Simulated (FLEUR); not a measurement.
# Au (Fm-3m) in FLEUR: notebook, part 3 of 3

FLEUR MaX-R8.1 (patched build s14). Earlier steps stand in the parts before.

## Step 5: Equation of state, LDA (Wigner correlation), 16.18 Å³/atom (volume scaled by 0.96)

inp.xml

```xml
<?xml version="1.0" encoding="UTF-8" standalone="no"?>
<fleurInput fleurInputVersion="0.39">
   <comment>
      Au                                                                                                  
   </comment>
   <calculationSetup>
      <cutoffs Kmax="3.8" Gmax="11.8" GmaxXC="11.8" numbands="0"/>
      <scfLoop itmax="60" minDistance="0.00001" maxIterBroyd="15" imix="Anderson" alpha="0.05" precondParam="0.0" spinf="2.0"/>
      <coreElectrons ctail="T" frcor="F" kcrel="0" coretail_lmax="0"/>
      <xcFunctional name="wign" relativisticCorrections="F"/>
      <magnetism jspins="1"/>
      <soc l_soc="F" theta="0.0" phi="0.0" spav="F"/>
      <expertModes spex="0" secvar="F"/>
      <geometryOptimization l_f="F" forcealpha="1.0" forcemix="BFGS" epsdisp="0.00001" epsforce="0.00001"/>
      <ldaU l_linMix="F" mixParam="0.05" spinf="1.0"/>
   </calculationSetup>
   <cell>
      <bzIntegration valenceElectrons="19.0" mode="hist" fermiSmearingEnergy="0.00183747">
         <kPointListSelection listName="default-1"/>
         <!-- k-points included here -->
         <xi:include xmlns:xi="http://www.w3.org/2001/XInclude" href="kpts.xml"> </xi:include>
      </bzIntegration>
      <!-- symmetry operations included here -->
      <xi:include xmlns:xi="http://www.w3.org/2001/XInclude" href="sym.xml"> </xi:include>
      <bulkLattice scale="0.9864848297">
         <bravaisMatrix>
            <row-1>    0.0000000000000000     3.8455926635609998     3.8455926635609998</row-1>
            <row-2>    3.8455926635609998     0.0000000000000000     3.8455926635609998</row-2>
            <row-3>    3.8455926635609998     3.8455926635609998     0.0000000000000000</row-3>
         </bravaisMatrix>
      </bulkLattice>
   </cell>
   <atomSpecies>
      <species name="Gold (Au)" element="Au" atomicNumber="79">
         <mtSphere radius="2.47" gridPoints="833" logIncrement="0.016"/>
         <atomicCutoffs lmax="10" lnonsphr="8"/>
         <electronConfig flipSpins="F">
            <coreConfig>(1s1/2) (2s1/2) (2p1/2) (2p3/2) (3s1/2) (3p1/2) (3p3/2) (4s1/2) (3d3/2) (3d5/2) (4p1/2) (4p3/2) (4d3/2) (4d5/2) (4f5/2) (4f7/2)</coreConfig>
            <valenceConfig>(5s1/2) (5p1/2) (5p3/2) (6s1/2) (5d3/2) (5d5/2)</valenceConfig>
            <stateOccupation state="(6s1/2)" spinUp="0.500000" spinDown="0.500000"/>
         </electronConfig>
         <energyParameters s="6" p="6" d="5" f="5"/>
         <lo type="SCLO" l="0" n="5" eDeriv="0"/>
         <lo type="SCLO" l="1" n="5" eDeriv="0"/>
         <lo type="SCLO" l="1" n="5" eDeriv="1"/>
         <lo type="SCLO" l="2" n="5" eDeriv="2"/>
         <lo type="SCLO" l="3" n="5" eDeriv="2"/>
      </species>
   </atomSpecies>
   <atomGroups>
      <atomGroup species="Gold (Au)">
         <relPos label="                   1">.0000000000 .0000000000 .0000000000</relPos>
         <force calculate="T" relaxXYZ="TTT"/>
      </atomGroup>
   </atomGroups>
   <output dos="F" band="F" slice="F">
      <checks vchk="F" cdinf="F"/>
      <bandDOS minEnergy="-.5*Htr" maxEnergy="0.5*Htr" sigma="0.015" storeEVData="T"/>
      <vacuumDOS vacdos="F" integ="F" star="F" nstars="0" locx1="0.0" locy1="0.0" locx2="0.0" locy2="0.0" nstm="0" tworkf="0.0"/>
      <unfoldingBand unfoldBand="F" supercellX="1" supercellY="1" supercellZ="1"/>
      <plotting iplot="0" polar="F">
         <plot TwoD="T" vec1="  1.0  0.0  0.0" vec2="  0.0  1.0  0.0" vec3="  0.0  0.0  1.0" zero="  0.0  0.0  0.0" file="plot"/>
      </plotting>
      <chargeDensitySlicing numkpt="0" minEigenval="0.0" maxEigenval="0.0" nnne="0" pallst="F"/>
      <specialOutput eonly="F"/>
      <magneticCircularDichroism mcd="F" energyLo="-10.0" energyUp="0.0"/>
   </output>
  <!-- We include the file relax.xml here to enable relaxations (see documentation) -->
  <xi:include xmlns:xi="http://www.w3.org/2001/XInclude" href="relax.xml"> <xi:fallback/> </xi:include>
</fleurInput>
```

On the command line:

```sh
> inpgen -f crystal.txt -profile fastHighL
> # inp.xml edited to the form shown
> fleur
```

Wall time 4.9 s (1 thread of AMD EPYC 7B13 (Zen 3), shared host); peak memory 0.09 GiB.

Results (log left out):

```yaml
Free_energy: -517925.6740 eV
Band_gap_on_the_k_mesh: none (metal or under the smearing width)
Valence_electrons_inside_the_program's_atomic_spheres: Au 17.39 (radii Au 2.47 bohr)
```

## Step 6: Equation of state, LDA (Wigner correlation), 16.85 Å³/atom

Changes to inp.xml since step 5:

```diff
@@ -24,3 +24,3 @@
       <xi:include xmlns:xi="http://www.w3.org/2001/XInclude" href="sym.xml"> </xi:include>
-      <bulkLattice scale="0.9864848297">
+      <bulkLattice scale="1.0000000000">
          <bravaisMatrix>
```

Potentials or basis: all-electron, FLAPW.

On the command line:

```sh
> inpgen -f crystal.txt -profile fastHighL
> # inp.xml edited to the form shown
> fleur
```

Wall time 5.3 s (1 thread of AMD EPYC 7B13 (Zen 3), shared host); peak memory 0.09 GiB.

It converged, with:

* Free energy: -517925.7003 eV
* Band gap on the k mesh: none (metal or under the smearing width)
* Valence electrons inside the program's atomic spheres: Au 17.34 (radii Au 2.47 bohr)

## Step 7: Equation of state, LDA (Wigner correlation), 17.53 Å³/atom (volume scaled by 1.04)

Changes to inp.xml since step 6:

```diff
@@ -24,3 +24,3 @@
       <xi:include xmlns:xi="http://www.w3.org/2001/XInclude" href="sym.xml"> </xi:include>
-      <bulkLattice scale="1.0000000000">
+      <bulkLattice scale="1.0131594038">
          <bravaisMatrix>
```

On the command line:

```sh
> inpgen -f crystal.txt -profile fastHighL
> # inp.xml edited to the form shown
> fleur
```

It took 5.4 s on 1 thread of AMD EPYC 7B13 (Zen 3), shared host; peak memory 0.09 GiB.

It converged, with:

```
Free energy                                           : -517925.6941 eV
Band gap on the k mesh                                : none (metal or under the smearing width)
Valence electrons inside the program's atomic spheres : Au 17.29 (radii Au 2.47 bohr)
```

## Step 8: Equation of state, LDA (Wigner correlation), 17.87 Å³/atom (volume scaled by 1.06)

Changes to inp.xml since step 7:

```diff
@@ -24,3 +24,3 @@
       <xi:include xmlns:xi="http://www.w3.org/2001/XInclude" href="sym.xml"> </xi:include>
-      <bulkLattice scale="1.0131594038">
+      <bulkLattice scale="1.0196128224">
          <bravaisMatrix>
```

On the command line:

```sh
> inpgen -f crystal.txt -profile fastHighL
> # inp.xml edited to the form shown
> fleur
```

Run time: 5.5 s. Hardware: 1 thread of AMD EPYC 7B13 (Zen 3), shared host; peak memory 0.09 GiB.

It converged, with:

* Free energy: -517925.6814 eV
* Band gap on the k mesh: none (metal or under the smearing width)
* Valence electrons inside the program's atomic spheres: Au 17.27 (radii Au 2.47 bohr)

## Step 9: Equation of state, LDA (Wigner correlation)

Potentials or basis: all-electron, FLAPW.

This step only gathers the single runs of the series.

Results:

```yaml
Equilibrium_volume: 17.04 Å³/atom
Bulk_modulus: 179 GPa
Pressure_derivative_of_the_bulk_modulus: "6.0 (rough: it moves with the points fitted)"
```

Energy against volume, from the lowest point:
```tsv
volume (Å³/atom)	energy (meV/atom)
15.843	54.69
16.181	26.30
16.855	0.00
17.529	6.17
17.866	18.86
```

The run has no spin-orbit coupling, so splittings on Au are missing.

## Step 10: How close it comes

Step 9. Against the measured bulk modulus of Au, 167 GPa (quoted in “Exploring toroidal anvil profiles for larger sample volumes above 4 Mbar”, 2024, pmc:11102561), the calculated 179 GPa is off by +7.4 %. The fit is for a static lattice scaled at fixed shape and fixed fractional positions.
